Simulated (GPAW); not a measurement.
# AlN (P6_3mc) in GPAW: a series of runs, part 2 of 3

GPAW 26.7.0.

## Step 3: Band structure, PBE

Input file run.py:

```python
from ase.dft.bandgap import bandgap
from ase.io import read, write
from gpaw import GPAW

atoms = read('AlN.xyz')

calc = GPAW(mode='lcao',
            h=0.2,
            basis='dzp',
            xc='PBE',
            kpts={'size': (7, 7, 4), 'gamma': True},
            occupations={'name': 'fermi-dirac', 'width': 0.05},
            convergence={'density': 1e-05, 'energy': 1e-05},
            maxiter=150,
            txt='gpaw.txt')
atoms.calc = calc
energy = atoms.get_potential_energy()
forces = atoms.get_forces()
calc.write('gs.gpw')
write('result.traj', atoms)
print(f'Energy: {energy:.6f} eV')
print('Forces (eV/A):')
print(forces.round(4))
print('Fermi level:', round(calc.get_fermi_level(), 4), 'eV')
print(f'Gap: {bandgap(calc)[0]:.4f} eV, direct: {bandgap(calc, direct=True)[0]:.4f} eV')

path = atoms.cell.bandpath('GMKGALHA,LM,KH', npoints=80, eps=1e-4)
bs_calc = calc.fixed_density(kpts=path, symmetry='off', txt='bands.txt')
bs = bs_calc.band_structure()
bs.write('bs.json')
print(f'Gap on the path: {bandgap(bs_calc)[0]:.4f} eV')
```

Input file AlN.xyz:

```xyz
4
Lattice="3.1130000000 0.0000000000 0.0000000000 -1.5565000000 2.6959370820 0.0000000000 0.0000000000 0.0000000000 4.9810000000" Properties=species:S:1:pos:R:3 pbc="T T T"
Al     1.5565000002      0.8986456939      2.4905000000
Al    -0.0000000002      1.7972913881      0.0000000000
N      1.5565000002      0.8986456939      4.3832800000
N     -0.0000000002      1.7972913881      1.8927800000
```

Potentials or basis: GPAW PAW data sets (gpaw-data 1.2.1), lcao:dzp.

Started as:

```bash
$ OMP_NUM_THREADS=1 python run.py
```

gpaw.txt:

```text
__  _  _
 | _ |_)|_||  |
 |__||  | ||/\| - 26.7.0

Input parameters:
  mode=LCAO(),
  basis={'default': 'dzp'},
  convergence={'density': 1e-05, 'energy': 1e-05},
  h=0.2,
  kpts=MonkhorstPack(size=(7, 7, 4), gamma=True),
  maxiter=150,
  occupations=Occupations(name='fermi-dirac', width=0.05),
  xc=XC(name='PBE')

           N

           Al
        N

        Al

Atoms  # Å, Bohr magnetons
|   | symbol |         x |        y |        z |    initial magnetic moments |
|---|--------|-----------|----------|----------|-----------------------------|
| 0 |     Al |  1.556500 | 0.898646 | 2.490500 | ( 0.0000,  0.0000,  0.0000) |
| 1 |     Al | -0.000000 | 1.797291 | 0.000000 | ( 0.0000,  0.0000,  0.0000) |
| 2 |      N |  1.556500 | 0.898646 | 4.383280 | ( 0.0000,  0.0000,  0.0000) |
| 3 |      N | -0.000000 | 1.797291 | 1.892780 | ( 0.0000,  0.0000,  0.0000) |

Unit cell  # Å
| periodic |         x |        y |        z |  lengths |     angles |
|----------|-----------|----------|----------|----------|------------|
|      yes |  3.113000 | 0.000000 | 0.000000 | 3.113000 |  90.000000 |
|      yes | -1.556500 | 2.695937 | 0.000000 | 3.113000 |  90.000000 |
|      yes |  0.000000 | 0.000000 | 4.981000 | 4.981000 | 120.000000 |

Number of symmetries: 6
Symmetry operations  # r_c * U_cc + t_c -> r_c
|   | kind |            matrix            |
|---|------|------------------------------|
| 0 |  σ   |  1, 1, 0,  0,-1, 0,  0, 0, 1 |
| 1 |  E   |  1, 0, 0,  0, 1, 0,  0, 0, 1 |
| 2 |  C3  |  0, 1, 0, -1,-1, 0,  0, 0, 1 |
| 3 |  σ   |  0,-1, 0, -1, 0, 0,  0, 0, 1 |
| 4 |  σ   | -1, 0, 0,  1, 1, 0,  0, 0, 1 |
| 5 |  C3  | -1,-1, 0,  1, 0, 0,  0, 0, 1 |

BZ-sampling:
  Number of BZ points: 196
  Number of IBZ points: 28

  Monkhorst-Pack size: [7, 7, 4]
  Monkhorst-Pack shift: [0.0, 0.0, 0.125]

K-points  # in reciprocal-cell coordinates
|     |                                coordinates |     weight |
|-----|--------------------------------------------|------------|
|   0 | (  0.00000000,   0.00000000,   0.00000000) | 0.00510204 |
|   1 | (  0.00000000,   0.00000000,   0.25000000) | 0.01020408 |
|   2 | (  0.00000000,   0.00000000,   0.50000000) | 0.00510204 |
|   3 | (  0.14285714,   0.00000000,  -0.25000000) | 0.03061224 |
|   4 | (  0.14285714,   0.00000000,   0.00000000) | 0.03061224 |
|   5 | (  0.14285714,   0.00000000,   0.25000000) | 0.03061224 |
|   6 | (  0.14285714,   0.00000000,   0.50000000) | 0.03061224 |
|   7 | (  0.28571429,  -0.14285714,   0.00000000) | 0.03061224 |
|   8 | (  0.28571429,  -0.14285714,   0.25000000) | 0.06122449 |
|   9 | (  0.28571429,  -0.14285714,   0.50000000) | 0.03061224 |
| ... |                                            |            |
|  27 | (  0.42857143,   0.42857143,   0.50000000) | 0.03061224 |

basis functions: 52
Spin-components: 1 (collinear spins)
Bands:           14
Projectors:      20
Spin-degeneracy: 2
Datatype:        <class 'complex'>

Parallelization:
  kpt:    1
  domain: 1
  band:   1

Density:
  Valence electrons: 16.0
  Components: 1
  Grid points: [12 12 24]
  Charge: 0.0  # |e|

Potential:
  Grid points: [12 12 24]

species:
  Al:
    name:    Aluminium
    Z:       13.0
    valence: 3
    core:    10
    charge:  0.0  # [|e|]
    compensation charges:
      type: gauss
      rc: 0.34  # [Å]
      lmax: 2
    cutoffs:
      filter: 1.91  # [Å]
      core: 2.36  # [Å]
    projectors
    | kind |    occ | energy [eV] | rcut [Å] |
    |------|--------|-------------|----------|
    |   3s |  2.000 |      -7.753 |    1.085 |
    |   3p |  1.000 |      -2.712 |    1.085 |
    |    s |        |      19.459 |    1.085 |
    |    p |        |      24.499 |    1.085 |
    |    d |        |       0.000 |    1.085 |

    LCAO basis set for Al:
      Name: dzp
      File: <dir>
      Number of radial functions: 5
      Number of spherical harmonics: 13
        l=0, rc=7.8750 Bohr: 3s-sz confined orbital
        l=1, rc=10.4219 Bohr: 3p-sz confined orbital
        l=0, rc=4.6094 Bohr: 3s-dz split-valence wave
        l=1, rc=6.2812 Bohr: 3p-dz split-valence wave
        l=2, rc=10.4219 Bohr: d-type Gaussian polarization
      Number of RI-basis functions 0
[... 113 lines left out ...]
|   6 | (  0.14285714,   0.00000000,   0.50000000) | 0.03061224 |
|   7 | (  0.28571429,  -0.14285714,   0.00000000) | 0.03061224 |
|   8 | (  0.28571429,  -0.14285714,   0.25000000) | 0.06122449 |
|   9 | (  0.28571429,  -0.14285714,   0.50000000) | 0.03061224 |
| ... |                                            |            |
|  27 | (  0.42857143,   0.42857143,   0.50000000) | 0.03061224 |

basis functions: 52
Spin-components: 1 (collinear spins)
Bands:           14
Projectors:      20
Spin-degeneracy: 2
Datatype:        <class 'complex'>

Parallelization:
  kpt:    1
  domain: 1
  band:   1

Density:
  Valence electrons: 16.0
  Components: 1
  Grid points: [12 12 24]
  Charge: 0.0  # |e|

Potential:
  Grid points: [12 12 24]

species:
  Al:
    name:    Aluminium
    Z:       13.0
    valence: 3
    core:    10
    charge:  0.0  # [|e|]
    compensation charges:
      type: gauss
      rc: 0.34  # [Å]
      lmax: 2
    cutoffs:
      filter: 1.91  # [Å]
      core: 2.36  # [Å]
    projectors
    | kind |    occ | energy [eV] | rcut [Å] |
    |------|--------|-------------|----------|
    |   3s |  2.000 |      -7.753 |    1.085 |
    |   3p |  1.000 |      -2.712 |    1.085 |
    |    s |        |      19.459 |    1.085 |
    |    p |        |      24.499 |    1.085 |
    |    d |        |       0.000 |    1.085 |

    LCAO basis set for Al:
      Name: dzp
      File: <dir>
      Number of radial functions: 5
      Number of spherical harmonics: 13
        l=0, rc=7.8750 Bohr: 3s-sz confined orbital
        l=1, rc=10.4219 Bohr: 3p-sz confined orbital
        l=0, rc=4.6094 Bohr: 3s-dz split-valence wave
        l=1, rc=6.2812 Bohr: 3p-dz split-valence wave
        l=2, rc=10.4219 Bohr: d-type Gaussian polarization
      Number of RI-basis functions 0

  N:
    name:    Nitrogen
    Z:       7.0
    valence: 5
    core:    2
    charge:  0.0  # [|e|]
    compensation charges:
      type: gauss
      rc: 0.18  # [Å]
      lmax: 2
    cutoffs:
      filter: 1.11  # [Å]
      core: 0.96  # [Å]
    projectors
    | kind |    occ | energy [eV] | rcut [Å] |
    |------|--------|-------------|----------|
    |   2s |  2.000 |     -18.583 |    0.603 |
    |   2p |  3.000 |      -7.089 |    0.529 |
    |    s |        |       8.629 |    0.603 |
    |    p |        |      20.123 |    0.529 |
    |    d |        |       0.000 |    0.577 |

    LCAO basis set for N:
      Name: dzp
      File: <dir>
      Number of radial functions: 5
      Number of spherical harmonics: 13
        l=0, rc=4.8594 Bohr: 2s-sz confined orbital
        l=1, rc=6.0625 Bohr: 2p-sz confined orbital
        l=0, rc=2.6094 Bohr: 2s-dz split-valence wave
        l=1, rc=3.2656 Bohr: 2p-dz split-valence wave
        l=2, rc=6.0625 Bohr: d-type Gaussian polarization
      Number of RI-basis functions 0

Reference energy: -16170.289538  # eV

eigensolver:
  <gpaw.new.lcao.eigensolver.LCAOEigensolver object>
density mixing:
  MSR1-Mixer
  Pratt-step length: 0.05
  Maximum mixing coefficient: 0.75
  Old densities: 10
  SVD Regularization: 0.005
  Good broyden scale: 1.0
  Trust region scale: 1.0
  Backstep threshold: 4.0
  History deletion threshold: 6.0
  Fourier metric: weight=20.0, sigma=0.015

occupation numbers:
  Fermi-Dirac:
    width: 0.0500  # eV

FastPoissonSolver using
    Stencil: 8*3+1=25 point O(h^6) finite-difference Laplacian
    FFT axes: [np.int64(0), np.int64(1), np.int64(2)]
    FST axes: []

xc functional:
  name: PBE with 2 nearest neighbor stencil
interpolation: tri-quintic # 5. degree polynomial

convergence criteria:
- Maximum integral of absolute [dens]ity change: 1e-05 electrons / valence electron
- Maximum [total energy] change in last 3 cyles: 1e-05 eV / valence electron
- Maximum integral of absolute [eigenst]ate change: 4e-08 eV^2 / valence electron
maximum number of iterations: 150

SCF iterations
|iter     | |      energy | eigst |  dens |
|---------|-|-------------|-------|-------|
|iter:   1| |  -30.312270 |      c|       |
|iter:   2| |  -29.544959 |      c| -0.60 |
|iter:   3| |  -27.339463 |      c| -0.66 |
|iter:   4| |  -27.359275 |      c| -1.29 |
|iter:   5| |  -27.366966 |      c| -1.58 |
|iter:   6| |  -27.366959 |      c| -3.45 |
|iter:   7| |  -27.366959c|      c| -3.98 |
|iter:   8| |  -27.366959c|      c| -4.96 |
|iter:   9| |  -27.366959c|      c| -5.53c|

Converged in 9 steps
Energy contributions relative to reference atoms: (reference = -16170.289538)

Energy contributions:
  Kinetic:          34.449692
  Coulomb:         -29.180702
  Zero:              1.538782
  External:          0.000000
  Xc:              -34.174731
  Entropy:          -0.000000
  Spinorbit:         0.000000
  ----------------------------
  Free energy:     -27.366959
  Extrapolated:    -27.366959

dipole moment: (-0.000001, 0.000000, -6.765026)  # |e|*Ang

Fermi level: 7.691
Eigenvalues  # (at kpt = [0.000, 0.000, 0.000])
| band index |      eig [eV] | occ [0-2] |
|------------|---------------|-----------|
|          0 |        -9.043 |     2.000 |
|          1 |        -6.888 |     2.000 |
|          2 |         0.146 |     2.000 |
|          3 |         5.384 |     2.000 |
|          4 |         5.392 |     2.000 |
|          5 |         6.083 |     2.000 |
|          6 |         6.091 |     2.000 |
|          7 |         6.295 |     2.000 |
|          8 |        10.463 |     0.000 |
|          9 |        12.873 |     0.000 |
|         10 |        17.182 |     0.000 |
|         11 |        17.386 |     0.000 |
|         12 |        17.391 |     0.000 |
|         13 |        19.471 |     0.000 |

Gap: 4.168 eV
Transition (v -> c):
  (s=0, k=0, n=7, [0.00, 0.00, 0.00]) -> (s=0, k=0, n=8, [0.00, 0.00, 0.00])
No difference between direct/indirect transitions

Forces  # eV/Ang
|        x |        y |        z |
|----------|----------|----------|
|  0.00000 | -0.00000 | -0.20684 |  # Al   0
| -0.00000 | -0.00000 | -0.20683 |  # Al   1
| -0.00000 |  0.00000 |  0.39860 |  # N    2
|  0.00000 |  0.00000 |  0.39863 |  # N    3

# Writing to gs.gpw (mode='')
```

Wall time 2.1 min (1 thread of Intel Xeon 6975P-C (Granite Rapids), shared host); peak memory 0.21 GiB.

What came out:

```
Free energy             : -27.3670 eV
Band gap on the k mesh  : 4.17 eV, direct
Band gap along the path : 4.17 eV, direct
```

Levels at the corners of the path, in eV from the valence-band top:
| point | band 4 | band 5 | band 6 | band 7 | band 8 | band 9 | band 10 | band 11 | band 12 |
| --- | --- | --- | --- | --- | --- | --- | --- | --- | --- |
| Γ | -0.91 | -0.90 | -0.21 | -0.20 | 0.00 | 4.17 | 6.58 | 10.89 | 11.09 |
| M | -4.27 | -3.46 | -2.20 | -1.89 | -0.75 | 5.76 | 5.78 | 8.21 | 10.38 |
| K | -3.90 | -3.90 | -2.53 | -2.50 | -2.50 | 5.03 | 8.39 | 9.77 | 9.77 |
| Γ | -0.91 | -0.90 | -0.21 | -0.20 | 0.00 | 4.17 | 6.58 | 10.89 | 11.09 |
| A | -3.42 | -0.60 | -0.60 | -0.59 | -0.59 | 6.45 | 6.45 | 10.53 | 10.53 |
| L | -5.74 | -1.56 | -1.56 | -1.44 | -1.44 | 5.26 | 5.26 | 9.33 | 9.33 |
| H | -4.96 | -3.98 | -3.98 | -0.88 | -0.88 | 7.44 | 7.44 | 7.81 | 7.81 |
| A | -3.42 | -0.60 | -0.60 | -0.59 | -0.59 | 6.45 | 6.45 | 10.53 | 10.53 |
| L | -5.74 | -1.56 | -1.56 | -1.44 | -1.44 | 5.26 | 5.26 | 9.33 | 9.33 |
| M | -4.27 | -3.46 | -2.20 | -1.89 | -0.75 | 5.76 | 5.78 | 8.21 | 10.38 |
| K | -3.90 | -3.90 | -2.53 | -2.50 | -2.50 | 5.03 | 8.39 | 9.77 | 9.77 |
| H | -4.96 | -3.98 | -3.98 | -0.88 | -0.88 | 7.44 | 7.44 | 7.81 | 7.81 |

Caveat: the real-space grid adds noise to forces; the forces don't sum to zero, a sign of grid noise; the basis of atomic orbitals isn't converged, which shifts pressures, moduli and gaps.

[end of part 2 of 3]
